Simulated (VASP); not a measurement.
**Li3N (alpha): computed properties**

These are PBEsol GGA, VASP's PBE PAW potentials (set 64) (plane waves; VASP) values and carry that method's errors.

For Li3N, the space group comes out as P6/mmm (191). The cell is a = b = 3.612 Å, c = 3.848 Å, α = β = 90.00°, γ = 120.00° and the volume per atom is 10.87 Å³/atom. The band gap (over mesh and band path) is 1.08 eV and the smallest direct gap (over mesh and band path) is 1.29 eV. The band-edge character comes out as indirect, A to Γ. The density is 1.33 g/cm³ and the optical Γ-point spectrum comes out as 14, 329 (×2), 429 (×2), 489, 629 (×2), 694 cm⁻¹.

Li3N has the hexagonal space group P6/mmm (No. 191), Pearson symbol hP4. Cell: a = 3.6121 Å, b = 3.6121 Å, c = 3.8476 Å, α = 90.00°, β = 90.00°, γ = 120.00°. Li1 on 2c is surrounded by 3 N at 2.085 Å (trigonal planar). Li2 on 1b has 2 N at 1.924 Å (linear). N on 1a is coordinated by 2 Li at 1.924 Å and 6 Li at 2.085 Å. (Neighbours: up to the widest gap in distance over summed covalent radii, below 1.35, at either atom; cation-cation and far metal-metal contacts left out.)

Measured: gap 2.15 eV at 4 K (computed value off by -1.07 eV), as given by H. Brendecke et al., Journal of Applied Physics (1979), doi:10.1063/1.326533.

The compound is Li3N in the alpha structure. It was relaxed first. Symmetry was kept, so distortions that lower it aren't found.
